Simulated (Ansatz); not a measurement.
Co:

```
CELL_PARAMETERS angstrom
2.47200 0.00000 0.00000
-1.23600 2.14081 0.00000
0.00000 0.00000 4.02114
ATOMIC_POSITIONS crystal
Co 0.66667 0.33333 0.75000
Co 0.33333 0.66667 0.25000
```

A run of Ansatz 0.2.0 on this cell left the log below. Logs are shortened: lines on timing, memory, paths and dates and some standing lists are left out, and cuts for length are marked.

```text
Warning: RAYON_NUM_THREADS=2 ignored (pool sized by the plan → 2); use --threads N
LAPW: plane waves up to 9.095 Å⁻¹, error target 1.0e-3 eV per atom; small_component_spin mean_spin; Co in spheres of 1.233 Å, 17 of its electrons in bands, Dirac shells [] (how accurate: hamiltonian.pseudopotentials.lapw.basis_error, Limitations)
Engine: ansatz 0.2.0, aarch64-unknown-linux-gnu
Pseudopotentials: kind: all_electron
Pseudopotential: Co, LAPW, valence charge 17, lapw/all_electron/scalar/gaussian/Co, Koelling and Harmon's equation, gaussian nucleus
Functional definition: PBE
  parameter kappa = 0.804
  parameter beta = 0.06672455060314922
  exchange = pbe_x(kappa = kappa, mu = beta*pi^2/3)
  correlation = pbe_c(beta = beta)
Crystal: 2 atoms, lattice volume = 21.280 Å³
Basis set: ecut = 315.14779257486185 eV, 287 PW (Γ), exchange–correlation at level 2
Bands: 23, of which v1, the nominal top of the filled ones, is band 17 counted from 1 (16 counted from 0)
Symmetry: 24 space group operations
Space group: P63/mmc (ITA 194), of the structure as read, at distance tolerance 2.8e-5 Å
Magnetic group: BNS 194.263 (UNI 1493), of the structure as read, at distance tolerance 2.8e-5 Å
k-points: 76 of 1008
Non-local potential: Co, projectors of the file, none
Initial density: superposition of atomic densities (chi_scale 0.1, normalization cell)
Starting moments: Σ|m| = 4 μB on 2 of 2 sites
Initial wavefunctions: plane waves of lowest kinetic energy (no species holds an atomic orbital)
Functional: x = pbe(κ = 0.804, μ = 0.2195149727645171), c = pbe(β = 0.06672455060314922)
[... 9 lines left out ...]
SCF iter   6: F=—  HF=-75835.150185 eV  |F-HF|=—  |Δ(HF+E_count)|=   1.21e-4  Δρ=8.14e-5 (↑8.07e-5 ↓8.14e-5)  dr2=1.88e-7  dr2_m=1.21e-6  M=3.216 μB ∫|m|=3.532 μB  β_m=0.84  ethr=3.33e-9  ⟨swp⟩=3.5  Hψ=11121  notcnv=0
SCF iter   7: F=—  HF=-75835.150190 eV  |F-HF|=—  |Δ(HF+E_count)|=   4.38e-6  Δρ=1.27e-5 (↑1.27e-5 ↓1.22e-5)  dr2=3.49e-9  dr2_m=2.93e-8  M=3.216 μB ∫|m|=3.533 μB  β_m=0.87  ethr=5.52e-10  ⟨swp⟩=3.0  Hψ=10840  notcnv=0
SCF iter   8: F=-75835.150190 eV  HF=-75835.150190 eV  |F-HF|=4.95e-10  |Δ(HF+E_count)|=   6.06e-8  Δρ=1.52e-6 (↑9.44e-7 ↓1.52e-6)  dr2=1.37e-10  dr2_m=2.68e-10  M=3.216 μB ∫|m|=3.533 μB  ethr=1.03e-11  ⟨swp⟩=3.0  Hψ=10881  notcnv=0
SCF 1 converged in 8 iterations: F = -75835.150190 eV  dr2 = 1.37e-10
SCF converged after 8 iterations
Magnetization: 3.2157 μB (18.6078 up, 15.3922 down)
Absolute magnetization: 3.5330 μB (∫|ρ↑−ρ↓|)
Spin contamination: 0.0536 ħ² per cell (⟨S²⟩ above its minimum at these occupations)
Per-site moments (μB) at R_I (Å): [(1.660333249347337, 1.23281462386915), (1.660333249347337, 1.23281462386915)]
Free energy (F): -75835.150190 eV
Harris-Foulkes:  -75835.150190 eV  (|F-HF|=4.95e-10)
Internal energy: -75835.149592 eV  (E = F + TS)
E sigma→0 (E₀):  -75835.149891 eV
Entropy (-TS):   -0.000598 eV (-0.299 meV/atom)
Fermi energy:    19.529603 eV
--- Per-component energies (eV) ---
  E_band       = -460.035212
  E_kinetic    = 76965.105960
  E_xc         = -3250.072442
  E_electrostatic = -149550.183110  (all electrons and nuclei)
  E_smearing   = -0.000598  (= −TS)
  E_closure    = 0.000000  (closes the sum)
  E_atoms      = -75818.578525  (free atoms, spherical and without spin; not in F)
  Σ components = -75835.150190   (vs F -75835.150190, Δ=0.00e0)
  Basis errors (estimates in eV, not in F): energy 2.2e-4 per atom: plane waves 2.1e-4 (1.1e-4 summed), levels above the bands 0.0e0, relativity 2.6e-8, radial functions 6.5e-6, core shells 1.0e-9; eigenvalues (radial functions only) 9.9e-7; not estimated: angular momenta, meshes, grids; target (lapw.basis_error) 1.0e-3; muffin-tin radii Co 1.233 Å
--- Forces (eV/Å), atoms counted from 1 ---
  atom   1  Co     0.00000000    -0.00000000     0.00000000
  atom   2  Co     0.00000000     0.00000000     0.00000000
  max |Σ_I F_I| component: 9.25e-18 eV/Å
--- Stress (GPa, compression-positive) ---
        5.727918       0.000000       0.000000
        0.000000       5.727918       0.000000
        0.000000       0.000000       2.378959
  P = ⅓ Tr σ = 4.6116 GPa (46.116 kbar)
--- Band table (eV; the first three rows and the last of 152) ---
  k-point 0 ↑: bands = ["-76.5394", "-76.4791", "-39.9457", "-39.6469", "-39.6469", "-39.5987", "-39.5975", "-39.5975", "10.4034", "14.2487", "16.8522", "16.9063", "16.9063", "17.2252", "17.2252", "17.6153", "17.6153", "18.7370", "18.7370", "19.2847", "25.9239", "41.5239", "44.3730"]
  k-point 1 ↑: bands = ["-76.5364", "-76.4821", "-39.9288", "-39.6444", "-39.6444", "-39.6161", "-39.6000", "-39.6000", "10.6105", "14.2001", "16.7985", "16.8569", "16.8569", "17.1701", "17.1701", "17.7387", "17.7387", "18.5364", "18.7246", "18.7246", "27.0847", "41.4179", "43.2088"]
  k-point 2 ↑: bands = ["-76.5281", "-76.4905", "-39.8812", "-39.6648", "-39.6376", "-39.6376", "-39.6068", "-39.6068", "11.2120", "13.9266", "16.6637", "16.7970", "16.7970", "17.0382", "17.0382", "17.3040", "18.0051", "18.0051", "18.6643", "18.6643", "29.6649", "39.6365", "41.8486"]
  k-point 75 ↓: bands = ["-74.4010", "-74.4010", "-37.8763", "-37.8763", "-37.8136", "-37.7887", "-37.6531", "-37.6531", "16.7972", "16.8745", "16.9042", "16.9042", "17.7538", "17.7538", "19.2381", "19.5051", "20.6594", "20.6594", "25.9586", "25.9586", "27.0715", "28.3256", "30.0202"]
```

Question: Write the input and the command behind it.

Answer: Single point with PBE, collinear spin, ferromagnetic start. The files as run (others can give the same):

input.yaml
```yaml
crystal:
  lattice:
    - [2.4719999032, 0.0, 0.0]
    - [-1.2359999516, 2.1408147143, 0.0]
    - [0.0, 0.0, 4.02114408]
  atoms:
    - { symbol: Co, position: [0.6666666667, 0.3333333333, 0.75], spin: 2.0 }
    - { symbol: Co, position: [0.3333333333, 0.6666666667, 0.25], spin: 2.0 }
kpoints:
  mp_grid: { grid: [12, 12, 7] }
scf:
  occupations: { method: gaussian, width: 0.024 }
hamiltonian:
  xc: pbe
  pseudopotentials: { kind: all_electron, lapw: { basis_error: 0.001 } }
magnetization:
  spin_polarized: true
output:
  forces: true
  stress: true
  eigenvalues: true
```

Potentials or basis: all-electron LAPW, scalar-relativistic.
Launch:
```sh
$ ansatz run input.yaml --threads 2 --pin off --max-ram 6144MiB --backend cpu --events-out ev --progress --plain --runs-dir out
```
